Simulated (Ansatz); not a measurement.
Calculated electric field gradients for VN under strain

The cell is a COD entry, relaxed with PBE at fixed cell and then changed (z stretched by 1 %, ions relaxed).

```xyz
2
Lattice="0.0000 2.0640 2.0846 2.0640 0.0000 2.0846 2.0640 2.0640 0.0000" Properties=species:S:1:pos:R:3 pbc="T T T"
V     0.0000    0.0000    0.0000
N     2.0640    2.0640    2.0846
```

Sites (sets of like atoms) are named by element and the number of their first atom in this list.

All values are calculated (Ansatz; DFT, PBE, plane waves and PAW, scalar-relativistic, collinear spin, 420 eV cutoff, Γ-centred 19×19×19 k-points, Fermi–Dirac smearing 0.05 eV), not measured. Start moments as typed (μB): 2 on each V, none on the rest.

C_Q = eQV_zz/h, which is 24.18 MHz for Q = 1 b and V_zz = 10²¹ V/m²; η = (V_xx − V_yy)/V_zz.

⁵¹V: I = 7/2, Q = -52.00 mb; ¹⁴N: I = 1, Q = 20.44 mb. Nuclear quadrupole moments: year-2017 set (Pyykkö).

| site | atoms (order as listed) | first shell | V_zz (10²¹ V/m²) | η | C_Q (MHz) |
| --- | --- | --- | --- | --- | --- |
| V | 1 | 6 N at 2.06–2.08 Å | 0.75 | 0.00 | -0.944 |
| N | 2 | 6 V at 2.06–2.08 Å | 0.29 | 0.00 | 0.143 |

An axis of threefold or higher order runs through V and N, so V_zz lies along it and η is zero.

The run finds no gap above 0.1 eV (a metal, or nearly one), so the gradients can move by 10 % or more with the k-mesh. At this changed cell the PBE pressure is -5 GPa. The start moments die out, and the run ends without spin.

The relaxation (1 step) took 43 s of wall time (43 s of CPU time) and 0.64 GiB at its peak, on 1 thread of Intel Xeon Platinum 8259CL CPU @ 2.50GHz (Skylake/Cascade Lake) (x86_64; 16 cores open to the job, memory cap 3.0 GiB, no GPU), a shared host with a load of 0.4 a core.
